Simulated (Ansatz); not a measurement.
AlFe:

```
Fe Al
1.0
     2.91000    0.00000    0.00000
     0.00000    2.91000    0.00000
     0.00000    0.00000    2.91000
Fe Al
1 1
Direct
  0.50000 0.50000 0.50000
  0.00000 0.00000 0.00000
```

Alike in all runs: program Ansatz 0.2.0; functional PBE; potentials or basis Ansatz PAW; cutoff 420 eV (not typed: the program's choice for these potentials); k mesh 8 × 8 × 8; occupations fermi-dirac, width 0.05 eV.

Starts and where they ended:

```csv
start,free energy over the lowest (meV/atom),net moment (μB),site or absolute moments (μB),gap
"collinear spin, ferromagnetic start of up to 4.5 μB; fixed moment 4.5",1766.2,4.50,Fe +3.60; Al +0.28,-
"collinear spin, ferromagnetic start of up to 0.8 μB; fixed moment 0.8",0.0,0.80,Fe +0.84; Al -0.03,-
"collinear spin, ferromagnetic start of up to 3 μB; fixed moment 3",452.3,3.00,Fe +2.73; Al +0.05,-
"collinear spin, program default start; fixed moment 0",23.6,0.00,-,-
"collinear spin, ferromagnetic start of up to 3.8 μB; fixed moment 3.8",1063.5,3.80,Fe +3.24; Al +0.16,-
"collinear spin, ferromagnetic start of up to 2.2 μB; fixed moment 2.2",138.8,2.20,Fe +2.18; Al -0.03,-
"collinear spin, ferromagnetic start of up to 6 μB; fixed moment 6",4002.9,6.00,Fe +4.23; Al +0.58,-
"collinear spin, ferromagnetic start of up to 1.5 μB; fixed moment 1.5",60.2,1.50,Fe +1.56; Al -0.05,-
```

All polarised runs hold their moment fixed, so the table maps the energy against it. A still lower state may exist.

Caveats: the total moment is fixed, so each spin has its own Fermi level.
